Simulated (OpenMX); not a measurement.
BP:

```
CELL_PARAMETERS angstrom
0.00000 2.26900 2.26900
2.26900 0.00000 2.26900
2.26900 2.26900 0.00000
ATOMIC_POSITIONS crystal
P 0.75000 0.75000 0.75000
B 0.00000 0.00000 0.00000
```

Base run:

* Program: OpenMX 3.8.5
* Functional: PBE
* Potentials or basis: OpenMX 2013 PBE set, P7.0-s2p2d1f1, B7.0-s2p2d1, grid cutoff 300 Ry
* k mesh: 11 × 11 × 11
* Occupations: fermi-dirac, width 0.05 eV
* Spin: no spin polarisation

Its results: band gap on the k mesh 1.32 eV, indirect (least direct gap 3.44 eV); pressure 0.9 GPa.

Task: The run is repeated on the same cell with these changes: potentials or basis from OpenMX 2013 PBE set, P7.0-s2p2d1f1, B7.0-s2p2d1, grid cutoff 300 Ry to OpenMX 2013 PBE set, P7.0-s2p2d1, B7.0-s2p2, grid cutoff 420 Ry; k mesh from 11 × 11 × 11 to 7 × 7 × 7. What comes out?

Result: Band gap on the k mesh 1.42 eV, indirect (least direct gap 3.53 eV); pressure 1.6 GPa.

Caveats: an odd mesh through Γ misses points on the zone boundary, where band edges often lie; the basis of atomic orbitals isn't converged, which shifts pressures, moduli and gaps.

Not every run made on this cell is shown here.
